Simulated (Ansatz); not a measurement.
Wanted: the native input for an Ansatz 0.2.0 run.

| Property | Result |
| --- | --- |
| Task | band structure |
| Functional | PBE |
| Potentials or basis | Ansatz PAW |
| Cutoff | 420 eV (not typed: the program's choice for these potentials) |
| k mesh | 9 × 9 × 5 |
| Occupations | fermi-dirac, width 0.05 eV |
| Spin | no spin polarisation |
| Path | [["G", "X", "S", "R", "A", "Z", "G", "Y", "X1", "A1", "T", "Y"], ["Z", "T"]] |
| Points for each segment of the path | 14 |

Crystal: CuO.

```
CELL_PARAMETERS angstrom
1.99097 -2.15355 0.00000
1.99097 2.15355 0.00000
0.00000 0.00000 5.15593
ATOMIC_POSITIONS crystal
Cu 0.50000 0.00000 0.00000
Cu 0.00000 0.50000 0.50000
O 0.50000 0.50000 0.25000
O 0.50000 0.50000 0.75000
```

Measurements of this composition are mostly on another form, of space group No. 15.

The input as run:

input.yaml

```yaml
crystal:
  lattice:
    - [1.990968, -2.15355, 0.0]
    - [1.990968, 2.15355, 0.0]
    - [0.0, 0.0, 5.155928]
  atoms:
    - { symbol: Cu, position: [0.5, 0.0, 0.0] }
    - { symbol: Cu, position: [0.0, 0.5, 0.5] }
    - { symbol: O, position: [0.5, 0.5, 0.25] }
    - { symbol: O, position: [0.5, 0.5, 0.75] }
hamiltonian:
  xc: pbe
  pseudopotentials: { kind: paw }
kpoints:
  mp_grid: { grid: [9, 9, 5] }
  band_path:
    path:
      - [[0.0, 0.0, 0.0], [0.463677429, 0.463677429, 0.0], [0.0, 0.5, 0.0], [0.0, 0.5, 0.5], [0.463677429, 0.463677429, 0.5], [0.0, 0.0, 0.5], [0.0, 0.0, 0.0], [-0.5, 0.5, 0.0], [-0.463677429, 0.536322571, 0.0], [-0.463677429, 0.536322571, 0.5], [-0.5, 0.5, 0.5], [-0.5, 0.5, 0.0]]
      - [[0.0, 0.0, 0.5], [-0.5, 0.5, 0.5]]
    npoints: 14
scf:
  occupations: { method: fermi_dirac, width: 0.05 }
  n_extra_bands: 10
output:
  forces: true
  stress: true
  eigenvalues: true
  fatbands: false
  write_density: true
  write_potential: true
  elf: true
  volumetric_format: npy
```

Potentials or basis: Ansatz PAW.

Launch:

```bash
$ ansatz run input.yaml --threads 2 --pin off --max-ram 5632MiB --backend cpu --events-out ev --progress --plain --runs-dir out
```

It gave:

- Pressure: 1.4 GPa
- Band gap on the k mesh: none (metal or under the smearing width)

Caveat: the pressure holds a Pulay correction of +0.6 GPa for the finite cutoff; the run has no spin polarisation, though such a crystal can be magnetic; semilocal functionals often make such compounds metallic where correlation or magnetic order opens a gap, which also shifts bond lengths.

Run time: 6.1 s on 2 threads of Arm Neoverse V1 (shared host), peak memory 0.41 GiB.
